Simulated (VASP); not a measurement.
A run of VASP 6.6.1 is set up as follows.

Contents of INCAR:

```
PREC = Accurate ; ENCUT = 600
EDIFF = 1E-6 ; ISMEAR = -1
SIGMA = 0.05 ; LREAL = F
LASPH = T ; NELM = 60
ALGO = Normal ; ISIF = 3
LWAVE = F ; LCHARG = F
METAGGA = R2SCAN ; LMIXTAU = T
IBRION = 2 ; NSW = 60
EDIFFG = -0.005 ; PSTRESS = 106.0
```

Contents of KPOINTS:

```
Automatic mesh
0
Gamma
  23 23 23
```

The input POSCAR:

```
Ta
1.0
   -1.6515000000      1.6515000000      1.6515000000
    1.6515000000     -1.6515000000      1.6515000000
    1.6515000000      1.6515000000     -1.6515000000
Ta
1
Direct
    0.0000000000      0.0000000000      0.0000000000
```

Potentials or basis: VASP PAW PBE potentials, release 64 (Ta_pv).

Launch:

```bash
$ cat potpaw_PBE.64/Ta_pv/POTCAR > POTCAR
$ mpirun -np 1 vasp_std > vasp.out
```

Task: Estimate the relaxed cell.

Result: a = 2.820 Å, b = 2.820 Å, c = 2.820 Å, α = 109.47°, β = 109.47°, γ = 109.47°.

Task: Predict the band gap on the k mesh.

Result: None (metal or under the smearing width).

Task: Estimate the space group after relaxing (to 0.05 Å).

Result: Im-3m (No. 229).

Task: Predict the relaxed volume.

Result: 17.27 Å³/atom.

Step by step:
```
step  energy change (eV)  largest force (eV/Å)  pressure (GPa)  volume (Å³)
   1              0.0000                0.0000            0.98        18.02
   2              0.3472                0.0000           45.43        15.34
   3              0.0237                0.0000           10.03        17.31
   4              0.0261                0.0000           10.57        17.27
```

Caveat: the cell is relaxed towards a set pressure, so the enthalpy falls and the energy may rise; the PAW data sets were made with another functional, which shifts forces and pressure a little. Spin-orbit coupling is left out, which matters for the levels of Ta.
